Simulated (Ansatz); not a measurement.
Bi (bcc)

Level of theory: DFT, r²SCAN, scalar-relativistic, no spin polarisation; plane waves to 500 eV with PAW datasets (Ansatz 0.2.0), Γ-centred 14×14×14 mesh, 0.05 eV Gaussian smearing. The datasets are Ansatz's generated set soft_2.

```yaml
crystal:
  lattice:
    - [-1.98052, 1.98052, 1.98052]
    - [1.98052, -1.98052, 1.98052]
    - [1.98052, 1.98052, -1.98052]
  atoms:
    - { symbol: Bi, position: [0.00000, 0.00000, 0.00000] }
```

At room temperature and ambient pressure Bi takes another structure.

**Question.** Which orbitals carry the states at the Fermi level, and how many states are there?

**Answer.** Within 0.1 eV of it: Bi 6p 96 % (shares among the projected shells). The density of states at the Fermi level is about 0.64 states/eV per cell, averaged over 0.3 eV.

Density of states (tetrahedra, averaged over 0.4 eV; states/eV per cell of 1 atom; energy in eV from the Fermi level; projections on Löwdin-orthogonalised atomic orbitals, summed over sites):

```tsv
E	total	Bi 6p	Bi 6s
-5.25	0.07	0.07	0.00
-4.85	0.31	0.30	0.01
-4.45	0.49	0.47	0.02
-4.05	0.78	0.74	0.04
-3.65	0.82	0.76	0.05
-3.25	0.55	0.49	0.05
-2.85	0.50	0.45	0.05
-2.45	0.53	0.47	0.05
-2.05	0.55	0.51	0.04
-1.65	0.61	0.56	0.04
-1.25	0.62	0.57	0.03
-0.85	0.62	0.58	0.03
-0.45	0.63	0.58	0.03
-0.05	0.64	0.59	0.02
0.35	0.64	0.60	0.02
0.75	0.66	0.62	0.02
1.15	0.68	0.63	0.02
1.55	0.68	0.64	0.02
1.95	0.63	0.58	0.01
2.35	0.65	0.60	0.01
2.75	0.76	0.71	0.01
3.15	1.13	1.06	0.01
3.55	0.63	0.59	0.01
3.95	0.37	0.35	0.00
4.35	0.30	0.23	0.00
4.75	0.25	0.15	0.00
5.15	0.20	0.07	0.00
5.55	0.16	0.00	0.00
5.95	0.18	0.00	0.00
```

The calculation's cell holds 15 valence electrons, an odd number. Without magnetic order each band takes two, so one stays part-filled and the crystal must be a metal.

For elements this heavy, spin–orbit coupling would shift levels and gaps; it isn't included here.
